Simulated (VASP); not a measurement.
# NbP in VASP: notebook, part 2 of 2

VASP 6.6.1.

## Step 4: Single point, PBE

This run uses another cell than the first one, of 28.91 Å³/atom, 1.619 times its volume.

File INCAR:

```
SYSTEM = NbP
ALGO = Normal ; EDIFF = 1E-7
ENCUT = 400 ; GGA = PE
IDIPOL = 3 ; ISIF = 2
ISMEAR = 1 ; LASPH = .TRUE.
LCHARG = .FALSE. ; LREAL = .FALSE.
LVACPOTAV = .TRUE. ; LVHAR = .TRUE.
LWAVE = .FALSE. ; NBANDS = 41
NELM = 120 ; PREC = Accurate
SIGMA = 0.1
```

File KPOINTS:

```
k-points
0
G
  12 12 1
  0 0 0
```

File POSCAR:

```
NbP
1.0
    3.3250000000      0.0000000000      0.0000000000
    0.0000000000      3.3250000000      0.0000000000
    0.0000000000      0.0000000000     15.6900000000
Nb P
3 3
Direct
    0.5000000000      0.5000000000      0.3186743149
    0.0000000000      0.5000000000      0.5000000000
    0.0000000000      0.0000000000      0.6813256851
    0.0000000000      0.0000000000      0.3186743149
    0.5000000000      0.0000000000      0.5000000000
    0.5000000000      0.5000000000      0.6813256851
```

Potentials or basis: VASP PAW PBE potentials, release 64 (Nb_sv, P).

On the command line:

```console
$ cat potpaw_PBE.64/Nb_sv/POTCAR potpaw_PBE.64/P/POTCAR > POTCAR
$ mpirun -np 1 vasp_std > vasp.out
```

OUTCAR:

```text
SYSTEM = NbP
   EDIFF = 1E-7
   ENCUT = 400
   GGA = PE
   ISIF = 2
   ISMEAR = 1
   LASPH = .TRUE.
   LREAL = .FALSE.
   NELM = 120
   PREC = Accurate

 Found     28 irreducible k-points:

 Following reciprocal coordinates:
            Coordinates               Weight
  0.000000  0.000000  0.000000      1.000000
  0.083333  0.000000  0.000000      4.000000
  0.166667  0.000000  0.000000      4.000000
  0.250000  0.000000  0.000000      4.000000
  0.333333  0.000000  0.000000      4.000000
  0.416667  0.000000  0.000000      4.000000
   k-points           NKPTS =     28   k-points in BZ     NKDIM =     28   number of bands    NBANDS=     41
   number of dos      NEDOS =    301   number of ions     NIONS =      6
   total plane-waves  NPLWV =  62208
   dimension x,y,z NGX =    24 NGY =   24 NGZ =  108
   dimension x,y,z NGXF=    48 NGYF=   48 NGZF=  216
   ions per type =               3   3
   NGX,Y,Z   is equivalent  to a cutoff of  12.00, 12.00, 11.44 a.u.
   NGXF,Y,Z  is equivalent  to a cutoff of  24.00, 24.00, 22.89 a.u.
 SYSTEM =  NbP
   PREC   = accura    normal or accurate (medium, high low for compatibility)
   ISTART =      0    job   : 0-new  1-cont  2-samecut
   ICHARG =      2    charge: 1-file 2-atom 10-const
   ISPIN  =      1    spin polarized calculation?
[... 65 lines left out ...]
      2     -50.7291      2.00000
      3     -50.6649      2.00000
      4     -26.8893      2.00000
      5     -26.8893      2.00000
      6     -26.8767      2.00000
[... 241 lines left out ...]
     38       9.2902      0.00000
     39       9.9601      0.00000

 [... further k-points ...]

 [bands above 39 left out]

------------------------ aborting loop because EDIFF is reached ----------------------------------------

 dipolmoment           0.000000      0.000000      0.000000 electrons x Angstroem

  FORCE on cell =-STRESS in cart. coord.  units (eV):
  Direction    XX          YY          ZZ          XY          YZ          ZX
  --------------------------------------------------------------------------------------
  -------------------------------------------------------------------------------------
  Total       17.9923983     17.9923983     -5.7497910      0.0000000      0.0000000      0.0000000
  in kB      166.1856023    166.1856023    -53.1075657      0.0000000      0.0000000      0.0000000
  external PRESSURE =      93.0878796 kB  Pullay stress =       0.0000000 kB

 VOLUME and BASIS-vectors are now :
 -----------------------------------------------------------------------------
  energy-cutoff  :      400.00
  volume of cell :      173.46
      direct lattice vectors                 reciprocal lattice vectors
     3.325000000  0.000000000  0.000000000     0.300751880  0.000000000  0.000000000
     0.000000000  3.325000000  0.000000000     0.000000000  0.300751880  0.000000000
     0.000000000  0.000000000 15.690000000     0.000000000  0.000000000  0.063734863

 POSITION                                       TOTAL-FORCE (eV/Angst)
 -----------------------------------------------------------------------------------
      1.66250      1.66250      5.00000         0.000000      0.000000      0.992915
      0.00000      1.66250      7.84500         0.000000      0.000000      0.000000
      0.00000      0.00000     10.69000         0.000000      0.000000     -0.992915
      0.00000      0.00000      5.00000         0.000000      0.000000     -0.025526
      1.66250      0.00000      7.84500         0.000000      0.000000      0.000000
      1.66250      1.66250     10.69000         0.000000      0.000000      0.025526
 -----------------------------------------------------------------------------------
    total drift:                                0.000000     -0.000000      0.000000

  FREE ENERGIE OF THE ION-ELECTRON SYSTEM (eV)
  ---------------------------------------------------
  free  energy   TOTEN  =       -46.7829734354 eV

  energy  without entropy=      -46.7843296805  energy(sigma->0) =      -46.78342552
```

OSZICAR:

```text
N       E                     dE             d eps       ncg     rms          rms(c)
DAV:   1     0.436256769992E+03    0.43626E+03   -0.25206E+04  2640   0.101E+03
DAV:   2    -0.105017398500E+02   -0.44676E+03   -0.43113E+03  2996   0.384E+02
DAV:   3    -0.470481335764E+02   -0.36546E+02   -0.35801E+02  3624   0.818E+01
[... 11 lines left out ...]
DAV:  15    -0.467827086582E+02   -0.71920E-03   -0.21884E-04  2746   0.525E-02    0.152E-02
DAV:  16    -0.467829453027E+02   -0.23664E-03   -0.60400E-05  2862   0.289E-02    0.575E-03
DAV:  17    -0.467829679711E+02   -0.22668E-04   -0.10020E-05  2879   0.116E-02    0.344E-03
DAV:  18    -0.467829732181E+02   -0.52470E-05   -0.38663E-06  2486   0.603E-03    0.102E-03
DAV:  19    -0.467829734623E+02   -0.24420E-06   -0.22417E-07  2462   0.213E-03    0.824E-04
DAV:  20    -0.467829734354E+02    0.26843E-07   -0.29950E-08  1959   0.105E-03
   1 F= -.46782973E+02 E0= -.46783426E+02  d E =0.135625E-02
```

stdout:

```text
POSCAR found type information on POSCAR NbP
 POSCAR found :  2 types and       6 ions
 scaLAPACK will be used
 LDA part: xc-table for (Slater+PW92), standard interpolation
 POSCAR, INCAR and KPOINTS ok, starting setup
 FFT: planning ... GRIDC
 FFT: planning ... GRID_SOFT
 FFT: planning ... GRID
 WAVECAR not read
 entering main loop
```

It took 2.5 min on 1 thread of Intel Xeon Platinum 8488C (Sapphire Rapids), shared host; peak memory 0.29 GiB.

The run converged, but some of its settings lie outside the range that counts as converged, so its numbers aren't taken as properties of the slab.

Results:

```
Free energy            : -46.7830 eV
Largest force          : 0.993 eV/Å
Band gap on the k mesh : none (metal or under the smearing width)
```
